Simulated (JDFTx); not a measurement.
## Cr under changes of volume

One of the cells (14.066 Å³/atom); the others are scaled copies at fixed shape and fractional positions:

```xyz
2
Lattice="2.7140 0.0000 0.0000 -1.3570 2.3504 0.0000 0.0000 0.0000 4.4100" Properties=species:S:1:pos:R:3 pbc="T T T"
Cr    1.3570    0.7835    3.3075
Cr    0.0000    1.5669    1.1025
```

This isn't the form of Cr at room conditions, which is bcc.

| Item | Value |
| --- | --- |
| Program | JDFTx 1.7.0 (patched build) |
| Functional | PBEsol |
| Potentials or basis | PseudoDojo-SR-PBEsol-0.4.1-standard with smoothed tails |
| Cutoff | 1279 eV |
| Density cutoff | 10231 eV |
| k mesh | 11 × 11 × 6 |
| Occupations | fermi-dirac, width 0.05 eV |
| Spin | collinear spin, ferromagnetic start |
| Starting moments | [3.0, 3.0] μB |

```csv
volume (Å³/atom),energy over the lowest point (meV/atom),pressure (GPa),moment (μB per cell)
13.222,0.00,-25.3,1.49
13.503,46.27,-27.7,1.65
13.784,96.70,-29.6,1.81
14.066,150.14,-30.8,2.10
14.347,?,?,?
14.628,259.75,-32.1,2.68
14.910,316.18,-32.7,2.89
```

Q: What does the run at 14.347 Å³/atom give?

A: Energy over the lowest point 204.38 meV/atom; pressure -31.5 GPa; moment 2.43 μB per cell.

Worked out: A Birch-Murnaghan fit of order 3 (a polynomial in V^(-2/3)) to the other rows has no minimum within the range. It gives 204.47 meV/atom at 14.347 Å³/atom, against the run's 204.38, and -dE/dV = -31.5 GPa, against -31.5. A parabola through the other rows of the moment, of slope 0.95 μB per Å³/atom there, gives 2.34 μB, against the run's 2.43.

Energies are extrapolated to zero smearing.

Caveats: the cell as given lies far from equilibrium (some runs).
